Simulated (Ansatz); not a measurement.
Level of theory: DFT PBE, scalar-relativistic, plane waves, PAW in Ansatz. Settings: cutoff 420 eV, Γ-centred meshes spaced at most about 0.3 Å⁻¹, and about 0.25 Å⁻¹ or finer for metals (2π included), Gaussian smearing. Spin is collinear in cells that carry moments; the others ran without spin or lost their moments.

These are static total energies at zero pressure.

Task: Which of these relaxed structures of AlO₅ is the lowest in energy?
A.
(parallel moments up to 0.3 μB)
```xyz
6
Lattice="2.6310 1.5190 2.3785 -2.6310 1.5190 2.3785 0.0000 -3.0380 2.3785" Properties=species:S:1:pos:R:3 pbc="T T T"
Al    0.0000    0.0000    3.5678
O     0.0000    1.5190    2.3785
O    -1.3155   -0.7595    2.3785
O     1.3155   -0.7595    2.3785
O     0.0000    0.0000    5.7458
O     0.0000    0.0000    1.3898
```

B.
(no moments)
```xyz
6
Lattice="-1.9802 2.5397 2.5843 1.9802 -2.5397 2.5843 1.9802 2.5397 -2.5843" Properties=species:S:1:pos:R:3 pbc="T T T"
Al    1.9802    0.0000    0.0000
O     0.9901   -1.2699    1.2921
O     0.9901    1.2699    1.2921
O    -0.9901    1.2699    1.2921
O     0.9901    1.2699   -1.2921
O     0.0000    2.5397    0.0000
```

Result: A. The other, B, lies 0.44 eV/atom higher. Forms: A R-3m; B Immm. Counting O atoms around Al (those within 1.25 times the shortest such distance or 1.15 times the sum of covalent radii; a plus sign parts nearer from farther groups): A has Al 6+2; B has Al 8. Both come from invented guesses.

In Immm an odd number of electrons in the primitive cell allows no gap without spin; a larger cell or a magnetic state could open one. A magnetic state wasn't ruled out in cells without spin, among them Immm. Another magnetic order may lie lower. Cells relaxed within their symmetry can be saddle points. Some types were kept out of the candidates beforehand, so the set may lack a known form.
